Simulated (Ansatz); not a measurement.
# Ni: energy and pressure over a range of volumes

How stiff is Ni, and at what volume does the pressure vanish? The cell is scaled evenly, atoms carried along, and solved with LAPW, PAW and all-electron datasets made for the crystal.

Computed with Ansatz 0.2.0 (DFT PBE, scalar-relativistic, unless a step's input says otherwise).

### Step 1. The structure to begin with

It takes space group Fm-3m (No. 225, cubic). Conventional cell: a = 3.536 Å, b = 3.536 Å, c = 3.536 Å, α = 90.00°, β = 90.00°, γ = 90.00°. Ni (site symmetry m-3m) is surrounded by 12 Ni at 2.50 Å.

Structure file:

```cif
data_structure
_symmetry_space_group_name_H-M 'Fm-3m'
_symmetry_Int_Tables_number 225
_cell_length_a 3.5359
_cell_length_b 3.5359
_cell_length_c 3.5359
_cell_angle_alpha 90.000
_cell_angle_beta 90.000
_cell_angle_gamma 90.000
_cell_volume 44.21
loop_
_atom_site_label
_atom_site_type_symbol
_atom_site_symmetry_multiplicity
_atom_site_Wyckoff_symbol
_atom_site_fract_x
_atom_site_fract_y
_atom_site_fract_z
_atom_site_occupancy
Ni1 Ni 4 a 0.00000 0.00000 0.00000 1
```

The file gives the conventional cell by its symmetry; the runs use the cell typed in the input.

### Step 2. Volume × 0.94, LAPW

input.yaml reads:

```yaml
crystal:
  lattice:
    - [0.0, 1.7318592609, 1.7318592609]
    - [1.7318592609, 0.0, 1.7318592609]
    - [1.7318592609, 1.7318592609, 0.0]
  atoms:
    - { symbol: Ni, position: [0.0, 0.0, 0.0], spin: 1.5 }
magnetization:
  spin_polarized: true
kpoints:
  mp_grid: { grid: [20, 20, 20] }
  band_path:
    path:
      - [0.0, 0.0, 0.0]
      - [0.5, 0.0, 0.5]
      - [0.625, 0.25, 0.625]
      - [0.375, 0.375, 0.75]
      - [0.0, 0.0, 0.0]
      - [0.5, 0.5, 0.5]
      - [0.5, 0.25, 0.75]
      - [0.5, 0.0, 0.5]
    npoints: 5
scf:
  occupations: { method: fermi_dirac, width: 0.05 }
hamiltonian:
  xc: pbe
  pseudopotentials: { kind: all_electron, lapw: { basis_error: 0.00025 } }
output:
  forces: true
  stress: true
  eigenvalues: true
```

Launch:

```
> ansatz run input.yaml --threads 1 --pin off --max-ram 3072MiB --backend cpu --events-out ev --progress --plain --runs-dir out
```

What it wrote, shortened:

```text
LAPW: plane waves up to 9.885 Å⁻¹, error target 2.5e-4 eV per atom; small_component_spin mean_spin; Ni in spheres of 1.225 Å, 18 of its electrons in bands, Dirac shells []
[...]
Pseudopotentials: kind: all_electron
Pseudopotential: Ni, LAPW, valence charge 18, Koelling and Harmon's equation, gaussian nucleus
Functional definition: PBE
[...]
Crystal: 1 atoms, lattice volume = 10.389 Å³
Basis set: ecut = 372.2527526209365 eV, 169 PW (Γ), exchange–correlation at level 2
Bands: 14, of which v1, the nominal top of the filled ones, is band 9 counted from 1 (8 counted from 0)
Symmetry: 48 space group operations
Space group: Fm-3m (ITA 225), of the structure as read, at distance tolerance 2.2e-5 Å
Magnetic group: BNS 225.116 (UNI 1618), of the structure as read, at distance tolerance 2.2e-5 Å
k-points: 256 of 8000
[...]
Starting moments: Σ|m| = 1.5 μB on 1 of 1 site
[...]
SCF iter   1: F=—  HF=-41382.866858 eV  |F-HF|=—  |Δ(HF+E_count)|=         —  Δρ=4.26e-2 (↑4.21e-2 ↓4.26e-2)  dr2=1.58e-3  dr2_m=1.70e-1  M=0.689 μB ∫|m|=0.741 μB  β_m=0.30  ethr=8.75e-6  ⟨swp⟩=4.1  Hψ=59680  notcnv=0
[...]
the basis was enlarged: its passes take 1.8 MiB over the memory plan, 2 of 2 planned eigensolver slots
[...]
SCF iter   9: F=-41382.851273 eV  HF=-41382.851273 eV  |F-HF|=0.00e0  |Δ(HF+E_count)|=   3.11e-9  Δρ=2.39e-7 (↑2.39e-7 ↓2.14e-7)  dr2=8.52e-14  dr2_m=4.84e-12  M=0.630 μB ∫|m|=0.718 μB  ethr=1.00e-12  ⟨swp⟩=3.0  Hψ=21100  notcnv=0
[...]
NSCF: frozen V_eff on 36 k-points
SCF converged after 9 iterations
Magnetization: 0.6303 μB (9.3152 up, 8.6848 down)
Absolute magnetization: 0.7175 μB (∫|ρ↑−ρ↓|)
Spin contamination: 0.0065 ħ² per cell (⟨S²⟩ above its minimum at these occupations)
Per-site moments (μB) at R_I (Å): [(0.6542562641132825, 1.2246094091950042)]
Free energy (F): -41382.851273 eV
[...]
E sigma→0 (E₀):  -41382.844739 eV
Entropy (-TS):   -0.013067 eV (-13.067 meV/atom)
Fermi energy:    19.394407 eV
[...]
--- Forces (eV/Å), atoms counted from 1 ---
  atom   1  Ni     0.00000000     0.00000000    -0.00000000
[...]
--- Stress (GPa, compression-positive) ---
       10.562642      -0.000000      -0.000000
       -0.000000      10.562642       0.000000
       -0.000000       0.000000      10.562642
  P = ⅓ Tr σ = 10.5626 GPa (105.626 kbar)
--- Band table (eV; the first three rows and the last of 512) ---
  k-point 0 ↑: bands = ["-84.3708", "-44.6037", "-44.6037", "-44.6037", "9.9430", "16.8058", "16.8058", "16.8058", "18.0795", "18.0795", "43.2379", "47.5243", "47.5243", "47.5243"]
[...]
```

Wall time 45 s (1 thread of Arm Neoverse V2, shared host); peak memory 0.63 GiB.

Result: pressure 10.56 GPa; no gap; spin moments Ni 0.65 μB.

### Step 3. Volume × 0.94, PAW

input.yaml reads:

```yaml
crystal:
  lattice:
    - [0.0, 1.7318592609, 1.7318592609]
    - [1.7318592609, 0.0, 1.7318592609]
    - [1.7318592609, 1.7318592609, 0.0]
  atoms:
    - { symbol: Ni, position: [0.0, 0.0, 0.0], spin: 1.5 }
magnetization:
  spin_polarized: true
kpoints:
  mp_grid: { grid: [20, 20, 20] }
scf:
  occupations: { method: fermi_dirac, width: 0.05 }
hamiltonian:
  xc: pbe
  pseudopotentials: { kind: paw }
output:
  forces: true
  stress: true
  eigenvalues: true
  efg: { contact_densities: true }
  write_density: true
  write_potential: true
  elf: true
  volumetric_format: npy
```

Launch:

```
> ansatz run input.yaml --threads 1 --pin off --max-ram 3072MiB --backend cpu --events-out ev --progress --plain --runs-dir out
```

What it wrote, shortened:

```text
[...]
Pseudopotentials: kind: paw
Pseudopotential: Ni, paw, valence charge 18, recommended cutoff 420 eV (normal)
[... 1 set-up line as earlier in the session ...]
[...]
Crystal: 1 atoms, lattice volume = 10.389 Å³
Basis set: ecut = 420 eV, 181 PW (Γ), exchange–correlation on 36×36×36 points (8 copies of the dense FFT grid, shifted against one another)
Bands: 14, of which v1, the nominal top of the filled ones, is band 9 counted from 1 (8 counted from 0)
[... 2 set-up lines as earlier in the session ...]
Magnetic group: BNS 225.116 (UNI 1618), of the structure as read, at distance tolerance 2.2e-5 Å
k-points: 256 of 8000
[...]
Starting moments: Σ|m| = 1.5 μB on 1 of 1 site
[...]
Free energy (F): -5839.712446 eV
[...]
E sigma→0 (E₀):  -5839.705873 eV
Entropy (-TS):   -0.013147 eV (-13.147 meV/atom)
Fermi energy:    19.266595 eV
[...]
--- Forces (eV/Å), atoms counted from 1 ---
  atom   1  Ni    -0.00000000     0.00000000     0.00000000
[...]
--- Stress (GPa, compression-positive) ---
       10.599001       0.000000      -0.000000
       -0.000000      10.599001      -0.000000
       -0.000000      -0.000000      10.599001
  P = ⅓ Tr σ = 10.5990 GPa (105.990 kbar)
--- PAW observables at the nuclei: V_zz in 10²¹ V/m², potentials from the cell's mean, atoms counted from 1 ---
  atom   1  Ni V_zz =    +0.000000   η = 0.0000   by run symmetry: forbidden
            electrostatic potential = -3577.056799 V   contact ρ = 130409.091376 e/Å³   contact ρ_s (e/Å³): all electrons -1.361376, valence +0.584641
--- Band table (eV; the first three rows and the last of 512) ---
  k-point 0 ↑: bands = ["-84.4945", "-44.7292", "-44.7292", "-44.7292", "9.8096", "16.6804", "16.6804", "16.6804", "17.9478", "17.9478", "43.1270", "47.4569", "47.4569", "47.4569"]
[...]
```

Wall time 8.4 s (1 thread of Arm Neoverse V2, shared host); peak memory 0.38 GiB.

Read from it: pressure 10.60 GPa; no gap; spin moments Ni 0.67 μB.

### Step 4. Volume × 0.94, crystal datasets

input.yaml: that of step 3 with these lines changed.

```diff
@@ -15,3 +15,3 @@
   xc: pbe
-  pseudopotentials: { kind: paw }
+  pseudopotentials: { kind: all_electron, datasets: crystal }
 output:
@@ -21,5 +21 @@
   efg: { contact_densities: true }
-  write_density: true
-  write_potential: true
-  elf: true
-  volumetric_format: npy
```

Launch:

```
> ansatz run input.yaml --threads 1 --pin off --max-ram 3072MiB --backend cpu --events-out ev --progress --plain --runs-dir out
```

What it wrote, shortened:

```text
[...]
[... 1 set-up line as earlier in the session ...]
Pseudopotential: Ni, paw, valence charge 18, recommended cutoff 340 eV (normal), Koelling and Harmon's equation, gaussian nucleus
[... 1 set-up line as earlier in the session ...]
[...]
a search for the magnetic state begins, with frozen cores and fixed partial waves. It gives no result and prints no iterations
the search for the magnetic state of this step took 9 SCF iterations with frozen cores. It stayed in its first state, in which the spheres begin
Crystal: 1 atoms, lattice volume = 10.389 Å³
Basis set: ecut = 340 eV, 169 PW (Γ), exchange–correlation on 36×36×36 points (8 copies of the dense FFT grid, shifted against one another)
Bands: 14, of which v1, the nominal top of the filled ones, is band 9 counted from 1 (8 counted from 0)
[... 2 set-up lines as earlier in the session ...]
[...]
Fermi energy:    19.394304 eV
[...]
  The terms above E_closure are by the made datasets' own strengths, without shells solved beside the bands.
--- Forces (eV/Å), atoms counted from 1 ---
  atom   1  Ni     0.00000000     0.00000000     0.00000000
[...]
--- Stress (GPa, compression-positive) ---
       10.565448      -0.000000      -0.000000
       -0.000000      10.565448       0.000000
       -0.000000       0.000000      10.565448
  P = ⅓ Tr σ = 10.5654 GPa (105.654 kbar)
--- PAW observables at the nuclei: V_zz in 10²¹ V/m², potentials from the cell's mean, atoms counted from 1 ---
  atom   1  Ni V_zz =    +0.000000   η = 0.0000   by run symmetry: forbidden
            electrostatic potential = -3577.072014 V   contact ρ = 130480.441145 e/Å³   contact ρ_s (e/Å³): all electrons -1.373812, valence +1.383875
--- Band table (eV; the first three rows and the last of 512) ---
  k-point 0 ↑: bands = ["-84.3709", "-44.6038", "-44.6038", "-44.6038", "9.9430", "16.8057", "16.8057", "16.8057", "18.0794", "18.0794", "43.2221"]
[...]
```

Run time: 25 s. Hardware: 1 thread of Arm Neoverse V2, shared host; peak memory 0.69 GiB.

This run gives: pressure 10.57 GPa; spin moments Ni 0.67 μB.

### Step 5. Volume × 0.98, LAPW

input.yaml reads:

```yaml
crystal:
  lattice:
    - [0.0, 1.7560842062, 1.7560842062]
    - [1.7560842062, 0.0, 1.7560842062]
    - [1.7560842062, 1.7560842062, 0.0]
  atoms:
    - { symbol: Ni, position: [0.0, 0.0, 0.0], spin: 1.5 }
magnetization:
  spin_polarized: true
kpoints:
  mp_grid: { grid: [20, 20, 20] }
  band_path:
    path:
      - [0.0, 0.0, 0.0]
      - [0.5, 0.0, 0.5]
      - [0.625, 0.25, 0.625]
      - [0.375, 0.375, 0.75]
      - [0.0, 0.0, 0.0]
      - [0.5, 0.5, 0.5]
      - [0.5, 0.25, 0.75]
      - [0.5, 0.0, 0.5]
    npoints: 5
scf:
  occupations: { method: fermi_dirac, width: 0.05 }
hamiltonian:
  xc: pbe
  pseudopotentials: { kind: all_electron, lapw: { basis_error: 0.00025 } }
output:
  forces: true
  stress: true
  eigenvalues: true
```

Launch:

```
> ansatz run input.yaml --threads 1 --pin off --max-ram 3072MiB --backend cpu --events-out ev --progress --plain --runs-dir out
```

What it wrote, shortened:

```text
LAPW: plane waves up to 9.727 Å⁻¹, error target 2.5e-4 eV per atom; small_component_spin mean_spin; Ni in spheres of 1.242 Å, 18 of its electrons in bands, Dirac shells []
[...]
[... 3 set-up lines as earlier in the session ...]
[...]
Crystal: 1 atoms, lattice volume = 10.831 Å³
Basis set: ecut = 360.49729165711625 eV, 169 PW (Γ), exchange–correlation at level 2
Bands: 14, of which v1, the nominal top of the filled ones, is band 9 counted from 1 (8 counted from 0)
[... 2 set-up lines as earlier in the session ...]
Magnetic group: BNS 225.116 (UNI 1618), of the structure as read, at distance tolerance 2.2e-5 Å
k-points: 256 of 8000
[...]
Starting moments: Σ|m| = 1.5 μB on 1 of 1 site
[...]
NSCF: frozen V_eff on 36 k-points
SCF converged after 8 iterations
Magnetization: 0.6371 μB (9.3186 up, 8.6814 down)
Absolute magnetization: 0.7296 μB (∫|ρ↑−ρ↓|)
Spin contamination: 0.0071 ħ² per cell (⟨S²⟩ above its minimum at these occupations)
Per-site moments (μB) at R_I (Å): [(0.6620101846173725, 1.2417390320352582)]
Free energy (F): -41382.866861 eV
[...]
E sigma→0 (E₀):  -41382.860030 eV
Entropy (-TS):   -0.013661 eV (-13.661 meV/atom)
Fermi energy:    18.415227 eV
[...]
--- Forces (eV/Å), atoms counted from 1 ---
  atom   1  Ni    -0.00000000     0.00000000     0.00000000
[...]
--- Stress (GPa, compression-positive) ---
        1.113189      -0.000000      -0.000000
       -0.000000       1.113189      -0.000000
       -0.000000      -0.000000       1.113189
  P = ⅓ Tr σ = 1.1132 GPa (11.132 kbar)
--- Band table (eV; the first three rows and the last of 512) ---
  k-point 0 ↑: bands = ["-85.2799", "-45.5331", "-45.5331", "-45.5331", "9.2593", "15.9309", "15.9309", "15.9309", "17.1359", "17.1359", "41.9211", "45.8760", "45.8760", "45.8760"]
[...]
```

Wall time 45 s (1 thread of Arm Neoverse V2, shared host); peak memory 0.62 GiB.

This run gives: pressure 1.11 GPa; no gap; spin moments Ni 0.66 μB.

### Step 6. Volume × 0.98, PAW

input.yaml reads:

```yaml
crystal:
  lattice:
    - [0.0, 1.7560842062, 1.7560842062]
    - [1.7560842062, 0.0, 1.7560842062]
    - [1.7560842062, 1.7560842062, 0.0]
  atoms:
    - { symbol: Ni, position: [0.0, 0.0, 0.0], spin: 1.5 }
magnetization:
  spin_polarized: true
kpoints:
  mp_grid: { grid: [20, 20, 20] }
scf:
  occupations: { method: fermi_dirac, width: 0.05 }
hamiltonian:
  xc: pbe
  pseudopotentials: { kind: paw }
output:
  forces: true
  stress: true
  eigenvalues: true
  efg: { contact_densities: true }
  write_density: true
  write_potential: true
  elf: true
  volumetric_format: npy
```

Launch:

```
> ansatz run input.yaml --threads 1 --pin off --max-ram 3072MiB --backend cpu --events-out ev --progress --plain --runs-dir out
```

What it wrote, shortened:

```text
[...]
[... 3 set-up lines as earlier in the session ...]
[...]
Crystal: 1 atoms, lattice volume = 10.831 Å³
Basis set: ecut = 420 eV, 181 PW (Γ), exchange–correlation on 36×36×36 points (8 copies of the dense FFT grid, shifted against one another)
Bands: 14, of which v1, the nominal top of the filled ones, is band 9 counted from 1 (8 counted from 0)
[... 2 set-up lines as earlier in the session ...]
Magnetic group: BNS 225.116 (UNI 1618), of the structure as read, at distance tolerance 2.2e-5 Å
k-points: 256 of 8000
[...]
Starting moments: Σ|m| = 1.5 μB on 1 of 1 site
[...]
Free energy (F): -5839.728123 eV
[...]
E sigma→0 (E₀):  -5839.721248 eV
Entropy (-TS):   -0.013750 eV (-13.750 meV/atom)
Fermi energy:    18.290604 eV
[...]
--- Forces (eV/Å), atoms counted from 1 ---
  atom   1  Ni    -0.00000000     0.00000000     0.00000000
[...]
--- Stress (GPa, compression-positive) ---
        1.143468      -0.000000       0.000000
        0.000000       1.143468       0.000000
       -0.000000      -0.000000       1.143468
  P = ⅓ Tr σ = 1.1435 GPa (11.435 kbar)
--- PAW observables at the nuclei: V_zz in 10²¹ V/m², potentials from the cell's mean, atoms counted from 1 ---
  atom   1  Ni V_zz =    +0.000000   η = 0.0000   by run symmetry: forbidden
            electrostatic potential = -3576.096375 V   contact ρ = 130407.602378 e/Å³   contact ρ_s (e/Å³): all electrons -1.391799, valence +0.578390
--- Band table (eV; the first three rows and the last of 512) ---
  k-point 0 ↑: bands = ["-85.4007", "-45.6556", "-45.6556", "-45.6556", "9.1296", "15.8090", "15.8090", "15.8090", "17.0073", "17.0073", "41.8136", "45.8186", "45.8186", "45.8186"]
[...]
```

Wall time 8.4 s (1 thread of Arm Neoverse V2, shared host); peak memory 0.38 GiB.

In short: pressure 1.14 GPa; no gap; spin moments Ni 0.68 μB.

### Step 7. Volume × 0.98, crystal datasets

input.yaml: that of step 6 with these lines changed.

```diff
@@ -15,3 +15,3 @@
   xc: pbe
-  pseudopotentials: { kind: paw }
+  pseudopotentials: { kind: all_electron, datasets: crystal }
 output:
@@ -21,5 +21 @@
   efg: { contact_densities: true }
-  write_density: true
-  write_potential: true
-  elf: true
-  volumetric_format: npy
```

Launch:

```
> ansatz run input.yaml --threads 1 --pin off --max-ram 3072MiB --backend cpu --events-out ev --progress --plain --runs-dir out
```

What it wrote, shortened:

```text
[...]
[... 1 set-up line as earlier in the session ...]
Pseudopotential: Ni, paw, valence charge 18, recommended cutoff 320 eV (normal), Koelling and Harmon's equation, gaussian nucleus
[... 1 set-up line as earlier in the session ...]
[...]
a search for the magnetic state begins, with frozen cores and fixed partial waves. It gives no result and prints no iterations
the search for the magnetic state of this step took 9 SCF iterations with frozen cores. It stayed in its first state, in which the spheres begin
Crystal: 1 atoms, lattice volume = 10.831 Å³
Basis set: ecut = 320 eV, 137 PW (Γ), exchange–correlation on 30×30×30 points (8 copies of the dense FFT grid, shifted against one another)
Bands: 14, of which v1, the nominal top of the filled ones, is band 9 counted from 1 (8 counted from 0)
[... 2 set-up lines as earlier in the session ...]
[...]
Fermi energy:    18.415213 eV
[...]
  The terms above E_closure are by the made datasets' own strengths, without shells solved beside the bands.
--- Forces (eV/Å), atoms counted from 1 ---
  atom   1  Ni     0.00000000    -0.00000000    -0.00000000
[...]
--- Stress (GPa, compression-positive) ---
        1.115612      -0.000000       0.000000
       -0.000000       1.115612      -0.000000
        0.000000      -0.000000       1.115612
  P = ⅓ Tr σ = 1.1156 GPa (11.156 kbar)
--- PAW observables at the nuclei: V_zz in 10²¹ V/m², potentials from the cell's mean, atoms counted from 1 ---
  atom   1  Ni V_zz =    +0.000000   η = 0.0000   by run symmetry: forbidden
            electrostatic potential = -3576.118428 V   contact ρ = 130478.955901 e/Å³   contact ρ_s (e/Å³): all electrons -1.404678, valence +1.380521
--- Band table (eV; the first three rows and the last of 512) ---
  k-point 0 ↑: bands = ["-85.2799", "-45.5332", "-45.5332", "-45.5332", "9.2593", "15.9308", "15.9308", "15.9308", "17.1360", "17.1360", "41.9063"]
[...]
```

Wall time 26 s (1 thread of Arm Neoverse V2, shared host); peak memory 0.69 GiB.

This run gives: pressure 1.12 GPa; spin moments Ni 0.68 μB.

### Step 8. Volume × 1.01, LAPW

input.yaml reads:

```yaml
crystal:
  lattice:
    - [0.0, 1.7738236312, 1.7738236312]
    - [1.7738236312, 0.0, 1.7738236312]
    - [1.7738236312, 1.7738236312, 0.0]
  atoms:
    - { symbol: Ni, position: [0.0, 0.0, 0.0], spin: 1.5 }
magnetization:
  spin_polarized: true
kpoints:
  mp_grid: { grid: [20, 20, 20] }
  band_path:
    path:
      - [0.0, 0.0, 0.0]
      - [0.5, 0.0, 0.5]
      - [0.625, 0.25, 0.625]
      - [0.375, 0.375, 0.75]
      - [0.0, 0.0, 0.0]
      - [0.5, 0.5, 0.5]
      - [0.5, 0.25, 0.75]
      - [0.5, 0.0, 0.5]
    npoints: 5
scf:
  occupations: { method: fermi_dirac, width: 0.05 }
hamiltonian:
  xc: pbe
  pseudopotentials: { kind: all_electron, lapw: { basis_error: 0.00025 } }
output:
  forces: true
  stress: true
  eigenvalues: true
```

Launch:

```
> ansatz run input.yaml --threads 1 --pin off --max-ram 3072MiB --backend cpu --events-out ev --progress --plain --runs-dir out
```

What it wrote, shortened:

```text
LAPW: plane waves up to 9.615 Å⁻¹, error target 2.5e-4 eV per atom; small_component_spin mean_spin; Ni in spheres of 1.254 Å, 18 of its electrons in bands, Dirac shells []
[...]
[... 3 set-up lines as earlier in the session ...]
[...]
Crystal: 1 atoms, lattice volume = 11.162 Å³
Basis set: ecut = 352.20948710422164 eV, 169 PW (Γ), exchange–correlation at level 2
Bands: 14, of which v1, the nominal top of the filled ones, is band 9 counted from 1 (8 counted from 0)
[... 2 set-up lines as earlier in the session ...]
Magnetic group: BNS 225.116 (UNI 1618), of the structure as read, at distance tolerance 2.2e-5 Å
k-points: 256 of 8000
[...]
Starting moments: Σ|m| = 1.5 μB on 1 of 1 site
[...]
NSCF: frozen V_eff on 36 k-points
SCF converged after 8 iterations
Magnetization: 0.6420 μB (9.3210 up, 8.6790 down)
Absolute magnetization: 0.7384 μB (∫|ρ↑−ρ↓|)
Spin contamination: 0.0077 ħ² per cell (⟨S²⟩ above its minimum at these occupations)
Per-site moments (μB) at R_I (Å): [(0.6676085099602798, 1.2542826995601928)]
Free energy (F): -41382.863046 eV
[...]
E sigma→0 (E₀):  -41382.855975 eV
Entropy (-TS):   -0.014143 eV (-14.143 meV/atom)
Fermi energy:    17.732307 eV
[...]
--- Forces (eV/Å), atoms counted from 1 ---
  atom   1  Ni    -0.00000000    -0.00000000     0.00000000
[...]
--- Stress (GPa, compression-positive) ---
       -4.627721       0.000000       0.000000
        0.000000      -4.627721      -0.000000
        0.000000      -0.000000      -4.627721
  P = ⅓ Tr σ = -4.6277 GPa (-46.277 kbar)
--- Band table (eV; the first three rows and the last of 512) ---
  k-point 0 ↑: bands = ["-85.9150", "-46.1813", "-46.1813", "-46.1813", "8.7857", "15.3190", "15.3190", "15.3190", "16.4772", "16.4772", "40.9922", "44.7096", "44.7096", "44.7096"]
[...]
```

Run time: 46 s. Hardware: 1 thread of Arm Neoverse V2, shared host; peak memory 0.62 GiB.

Result: pressure -4.63 GPa; no gap; spin moments Ni 0.67 μB.

[end of part 1 of 2]
